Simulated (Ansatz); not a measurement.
Abridged Ansatz (a program for electronic structure) output:

```
Relaxation: its limit of steps is 50 (relax.max_steps)
Pseudopotential: N, paw, valence charge 5
Pseudopotential: In, paw, valence charge 13
Crystal: 2 atoms, lattice volume = 30.939 Å³
Basis set: ecut = 500 eV, 765 PW (Γ), exchange–correlation on 108×108×108 points (64 copies of the dense FFT grid, shifted against one another)
Bands: 13, of which v1, the nominal top of the filled ones, is band 9 counted from 1 (8 counted from 0)
Symmetry: 8 space group operations
k-points: 126 of 1331 (time reversal used)
Functional: x = r2scan, c = r2scan; τ floored in thin density (d = 2e-4 eV/Å³)
SCF iter   1: F=—  HF=-5997.287878 eV  |F-HF|=—  |Δ(HF+E_count)|=         —  Δρ=7.55e-2  dr2=2.28e0  dr2_τ=2.47e-1  ethr=3.10e-3  ⟨swp⟩=5.1  Hψ=9379  notcnv=0
SCF iter   2: F=—  HF=-5996.973120 eV  |F-HF|=—  |Δ(HF+E_count)|=   3.15e-1  Δρ=5.31e-2  dr2=6.08e-1  dr2_τ=1.43e-1  ethr=3.10e-3  ⟨swp⟩=3.0  Hψ=4705  notcnv=0
SCF 1 converged in 9 iterations: F = -5996.857374 eV  dr2 = 6.47e-11
relax step   1: F+E_penalty+E_count = -5996.85737383 eV  Δ(F+E_penalty+E_count) = +0.000e0 eV  max|allowed force component| = 8.327e-17 eV/Å  Δτ_max = 0.0000 Å  (9 SCF iters, accepted)
Crystal: 2 atoms, lattice volume = 30.939 Å³
SCF iter   1: F=—  HF=-5996.857374 eV  |F-HF|=—  |Δ(HF+E_count)|=         —  Δρ=4.30e-7  dr2=6.46e-11  dr2_τ=1.73e-12  ethr=1.00e-12  ⟨swp⟩=2.0  Hψ=10630  notcnv=0
SCF iter   2: F=-5996.857374 eV  HF=-5996.857374 eV  |F-HF|=5.46e-12  |Δ(HF+E_count)|=  7.28e-12  Δρ=2.46e-7  dr2=1.54e-11  dr2_τ=4.26e-12  ethr=1.00e-12  ⟨swp⟩=4.0  Hψ=4793  notcnv=0
SCF 2 converged in 2 iterations: F = -5996.857374 eV  dr2 = 1.54e-11
SCF converged after 2 iterations
Free energy (F): -5996.857374 eV
Internal energy: -5996.857047 eV  (E = F + TS)
E sigma→0 (E₀):  -5996.857210 eV
Entropy (-TS):   -0.000327 eV (-0.164 meV/atom)
Fermi energy:    9.504581 eV
--- Forces (eV/Å), atoms counted from 1 ---
  atom   1  N      0.00000000     0.00000000    -0.00000000
  atom   2  In    -0.00000000     0.00000000     0.00000000
--- Stress (GPa, compression-positive) ---
        1.234328       0.000000       0.000000
        0.000000       1.234328       0.000000
        0.000000       0.000000       1.779450
  P = ⅓ Tr σ = 1.4160 GPa (14.160 kbar)
--- Relaxed structure (1 steps of the walk, 1 accepted, 0 SCFs on fresh bases) ---
  atoms:
    - { symbol: N, position: [0.75, 0.75, 0.75] }
    - { symbol: In, position: [0.0, 0.0, 0.0] }
```

Q: What was computed, and what are the main results?

A: InN, 2 atoms in the cell, with r2SCAN in Ansatz (plane waves to 500 eV, PAW, no spin-orbit coupling), earlier PAW set. The last SCF converged to F = -5996.857374 eV, or -2998.4287 eV per atom, at a pressure of 1.42 GPa. The total energy compares only with runs of the same code, potentials and settings.

The cells carry an imposed strain or load. Stability against distortions was not tested. All final runs are without spin polarisation. The cell was made from InN in the zinc blende structure (space group F-43m, No. 216) by this change: uniaxial strain ε_zz = −0.99 %. This is not the structure that InN has at room temperature and ambient pressure.

Keys are those of Ansatz 0.2.
